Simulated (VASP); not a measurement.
Write the native input for VASP 6.6.1 that does the following.

```
Task                   : relaxation of cell and atoms
Functional             : PBEsol
Potentials or basis    : VASP PAW PBE potentials, release 64 (Sn_d, Te)
Cutoff                 : 520 eV
k mesh                 : 8 × 8 × 8
Occupations            : gaussian, width 0.02 eV
Spin                   : no spin polarisation
Further INCAR settings : ALGO = Normal; EDIFF = 1e-07; IBRION = 2; EDIFFG = -0.002; NSW = 80; ISIF = 3
```

The structure of SnTe lies in POSCAR:

```
SnTe
1.0
    0.0000000000      3.1508500000      3.1508500000
    3.1508500000      0.0000000000      3.1508500000
    3.1508500000      3.1508500000      0.0000000000
Sn Te
1 1
Direct
    0.0000000000      0.0000000000      0.0000000000
    0.5000000000      0.5000000000      0.5000000000
```

One way to write it, as run:

INCAR

```
SYSTEM = SnTe
  ALGO = Normal
  EDIFF = 1E-7
  EDIFFG = -0.002
  ENCUT = 520
  GGA = PS
  IBRION = 2
  ISIF = 3
  ISMEAR = 0
  KPAR = 4
  LASPH = .TRUE.
  LCHARG = .FALSE.
  LREAL = .FALSE.
  LWAVE = .FALSE.
  NELM = 80
  NSW = 80
  PREC = Accurate
  SIGMA = 0.02
```

KPOINTS

```
k-points
0
G
  8 8 8
  0 0 0
```

Potentials or basis: VASP PAW PBE potentials, release 64 (Sn_d, Te).

Launch:

```sh
$ cat potpaw_PBE.64/Sn_d/POTCAR potpaw_PBE.64/Te/POTCAR > POTCAR
$ mpirun -np 4 vasp_std > vasp.out
```

Results of the run:

- Relaxed volume: 31.09 Å³/atom
- Relaxed cell: a = 4.447 Å, b = 4.447 Å, c = 4.447 Å, α = 60.00°, β = 60.00°, γ = 60.00°
- Space group after relaxing (to 0.05 Å): Fm-3m (No. 225)
- Energy gained by relaxing: 0.2 meV/atom
- Ionic steps: 3
- Pressure after relaxing: 0.0 GPa
- Band gap on the k mesh: 0.16 eV, direct

Caveat: the PAW data sets were made with another functional, which shifts forces and pressure a little; spin-orbit coupling is left out, which moves the levels of the heavy elements.

Run time: 22 s on 4 MPI ranks on Intel(R) Xeon(R) Platinum 8488C (Sapphire Rapids) (shared host), peak memory 0.21 GiB a rank.
